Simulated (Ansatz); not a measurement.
I (begun as A7 type, now sc), DFT, PBE, all-electron PAW with datasets made for the crystal, scalar-relativistic (Ansatz 0.2.0), on 1 thread of Intel(R) Xeon(R) 6975P-C (Granite Rapids) (shared host).

Command: `ansatz run input.yaml --threads 1 --pin off --max-ram 2048MiB --backend cpu --events-out ev --progress --plain --runs-dir out`

```yaml
crystal:
  lattice:
    - [1.971128512, -1.138031577, 3.2249440862]
    - [0.0, 2.276063154, 3.2249440862]
    - [-1.971128512, -1.138031577, 3.2249440862]
  atoms:
    - { symbol: I, position: [0.25, 0.25, 0.25] }
    - { symbol: I, position: [-0.25, -0.25, -0.25] }
kpoints:
  mp_grid: { grid: [11, 11, 11] }
scf:
  occupations: { method: fermi_dirac, width: 0.1 }
hamiltonian:
  xc: pbe
  pseudopotentials: { kind: all_electron, datasets: crystal }
output:
  forces: true
  stress: true
  eigenvalues: true
```

Q: How large is the problem that the program sets up?

A: 146 irreducible k-points, 259 plane waves at Γ, 11 bands.

Q: About how long does it take?

A: 6.8 s of wall time for 7 SCF iterations. Times on shared machines scatter by tens of per cent.
